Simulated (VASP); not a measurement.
Input of a VASP 6.6.1 run:

The input INCAR:

```
PREC = Accurate ; ENCUT = 520
EDIFF = 1E-6 ; ISMEAR = 0
SIGMA = 0.1 ; LREAL = F
LASPH = T ; NELM = 80
ALGO = Normal ; ISIF = 2
LWAVE = F ; LCHARG = F
GGA = PE ; NBANDS = 16
ISYM = 0
```

The input KPOINTS:

```
regular mesh
0
Gamma
  8 8 11
```

File POSCAR:

```
GaSb
1.0
    4.3938492946      0.0000000000      0.0000000000
    0.0000000000      4.3938492946      0.0000000000
    2.1969246473      2.1969246473      3.1069206317
Ga Sb
1 1
Direct
    0.0000000000      0.0000000000      0.0000000000
    0.7500000000      0.2500000000      0.5000000000
```

Potentials or basis: VASP PAW PBE potentials, release 64 (Ga_d, Sb).

Launch:

```console
$ cat potpaw_PBE.64/Ga_d/POTCAR potpaw_PBE.64/Sb/POTCAR > POTCAR
$ mpirun -np 1 vasp_std > vasp.out
```

Task: Estimate the band gap on the k mesh.

Result: Zero (filled and empty bands touch).

Task: Estimate the pressure.

Result: 0.1 GPa.

Caveat: semilocal functionals underestimate gaps, and a narrow one can read as zero; spin-orbit coupling is left out, which moves the levels of the heavy elements.

**The experiment to reproduce.**

A printed reference work, data compilation reports, for a bulk crystal of GaSb at 4.2 K: band gap 0.811 eV (direct).

Against the measured gap of GaSb, 0.811 eV (direct; 4.2 K; a printed reference work, data compilation), the calculated 0.00 eV is off by -0.81 eV. Spin-orbit coupling on Ga, Sb is left out. The value is that of PBE on a finite k mesh, which can miss the band edges, without temperature or zero-point motion. Semilocal functionals fall short of measured gaps as a rule.
